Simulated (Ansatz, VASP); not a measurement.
One calculation of KMgF3, two programs

```xyz
5
Lattice="3.8443 0.0000 0.0000 0.0000 3.8443 0.0000 0.0000 0.0000 3.8443" Properties=species:S:1:pos:R:3 pbc="T T T"
K     1.9222    1.9222    1.9222
Mg    0.0000    0.0000    0.0000
F     0.0000    1.9222    0.0000
F     0.0000    0.0000    1.9222
F     1.9222    0.0000    0.0000
```

Alike in both runs: functional PBE; k mesh 6 × 6 × 6; occupations gaussian, width 0.02 eV; no spin polarisation.

Ansatz relaxed the structure, and its values are those at the end. VASP's run is a single point on that final structure, the one shown.

|  | VASP | Ansatz |
| --- | --- | --- |
| version | VASP 6.6.1 | Ansatz 0.2.0 |
| potentials or method | VASP PAW PBE potentials, release 64 (K_sv, Mg, F) | scalar-relativistic, plane waves, PAW |
| plane-wave cutoff (eV) | 520 | 420 |
| valence electrons in the cell | 32 | 40 |

VASP gave:

- gap on the k mesh at the Fermi level (eV): 8.18
- least direct gap on the mesh (eV): 8.50
- pressure (GPa): 14.7

Problem. Estimate Ansatz's values.

Solution. gap on the k mesh at the Fermi level (eV): 8.21; least direct gap on the mesh (eV): 8.53; pressure (GPa): 15.0.

The two sets of potentials don't hold the same shells in valence.

A k mesh can miss the band edges. As with any semilocal functional, this PBE gap is likely too small.
